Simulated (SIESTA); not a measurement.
A run of SIESTA 5.4.2 is set up as follows.

The input Zn.fdf:

```
SystemName                      Zn
SystemLabel                     Zn
NumberOfSpecies                 1
NumberOfAtoms                   1
%block ChemicalSpeciesLabel
  1  30 Zn
%endblock ChemicalSpeciesLabel

UseStructFile                   true

%block kgrid.MonkhorstPack
   12   0   0  0.0
    0  12   0  0.0
    0   0  12  0.0
%endblock kgrid.MonkhorstPack
XC.Functional                   GGA
XC.Authors                      PBE
PAO.BasisSize                   DZP
PAO.EnergyShift                 0.002 Ry
Mesh.Cutoff                     800 Ry
OccupationFunction              FD
ElectronicTemperature           0.05 eV
MaxSCFIterations                120
SCF.MustConverge                false
SCF.Mixer.Method                Pulay
SCF.Mixer.Weight                0.25
SCF.Mixer.History               8
SCF.DM.Tolerance                5.0e-05
SCF.H.Tolerance                 1.0e-03 eV
WriteForces                     true
Charge.Mulliken                 end
```

File Zn.STRUCT_IN:

```
   0.0039870000     2.0045680000     1.9670160000
   1.9566530000    -0.0043170000     1.9753200000
   1.9274130000     1.9836310000     0.0249230000
1
1  30   -0.0277730000     0.0115580000     0.0100190000
```

Potentials or basis: PseudoDojo 0.4 standard (PBE files), DZP (energy shift 0.002 Ry).

Launch:

```sh
$ siesta < Zn.fdf > Zn.out 2>&1
```

(1) Predict the band gap on the k mesh.

(2) Predict the pressure.

## Answers

(1) none (metal or under the smearing width).

(2) -1.8 GPa.

Caveat: semicore shells carry a single zeta, which can move pressures by several GPa and volumes by a few percent; the valence orbitals were made in a potential fitted to the semicore shell under them, which widens gaps by tenths of an eV or more; the basis of atomic orbitals isn't converged, which shifts pressures, moduli and gaps.
